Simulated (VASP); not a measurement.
Wanted: the native input for a VASP 6.6.1 run.

| Item | Value |
| --- | --- |
| Task | relaxation of cell and atoms |
| Functional | PBEsol |
| Potentials or basis | VASP PAW PBE potentials, release 64 (Zn, Cu, Sn_d, S) |
| Cutoff | 600 eV |
| k mesh | 10 × 10 × 10 |
| Occupations | gaussian, width 0.03 eV |
| Spin | no spin polarisation |
| Further INCAR settings | ALGO = Normal; EDIFF = 1e-06; IBRION = 2; EDIFFG = -0.01; NSW = 90; ISIF = 3 |

The structure of ZnCu2SnS4 lies in POSCAR:

```
ZnCu2SnS4
1.0
   -2.7171000000      2.7171000000      5.4248000000
    2.7171000000     -2.7171000000      5.4248000000
    2.7171000000      2.7171000000     -5.4248000000
Zn Cu Sn S
1 2 1 4
Direct
    0.2500000000      0.7500000000      0.5000000000
    0.0000000000      0.0000000000      0.0000000000
    0.7500000000      0.2500000000      0.5000000000
    0.5000000000      0.5000000000      0.0000000000
    0.3716100000      0.8844100000      0.9996000000
    0.1155900000      0.1151900000      0.4872000000
    0.8848100000      0.3720100000      0.0004000000
    0.6279900000      0.6283900000      0.5128000000
```

The input as run:

INCAR

```
SYSTEM = ZnCu2SnS4
  ALGO = Normal
  EDIFF = 1E-6
  EDIFFG = -0.01
  ENCUT = 600
  GGA = PS
  IBRION = 2
  ISIF = 3
  ISMEAR = 0
  KPAR = 4
  LASPH = .TRUE.
  LCHARG = .FALSE.
  LREAL = .FALSE.
  LWAVE = .FALSE.
  NELM = 80
  NSW = 90
  PREC = Accurate
  SIGMA = 0.03
```

KPOINTS

```
k-points
0
G
  10 10 10
  0 0 0
```

Potentials or basis: VASP PAW PBE potentials, release 64 (Zn, Cu, Sn_d, S).

Command:

```sh
$ cat potpaw_PBE.64/Zn/POTCAR potpaw_PBE.64/Cu/POTCAR potpaw_PBE.64/Sn_d/POTCAR potpaw_PBE.64/S/POTCAR > POTCAR
$ mpirun -np 4 vasp_std > vasp.out
```

Results of the run:

- Relaxed volume: 19.45 Å³/atom
- Relaxed cell: a = 6.586 Å, b = 6.586 Å, c = 6.586 Å, α = 131.78°, β = 131.78°, γ = 70.58°
- Space group after relaxing (to 0.05 Å): I-4 (No. 82)
- Energy gained by relaxing: 13.5 meV/atom
- Ionic steps: 11
- Pressure after relaxing: 0.0 GPa
- Largest force after relaxing: 0.009 eV/Å
- Band gap on the k mesh: 0.14 eV, direct

Caveat: the PAW data sets were made with another functional, which shifts forces and pressure a little; spin-orbit coupling is left out, which moves the levels of the heavy elements.

Wall time 69 min on 4 MPI ranks on AMD EPYC 7R13 Processor (Zen 3), on a shared host, peak memory 1.3 GiB a rank.
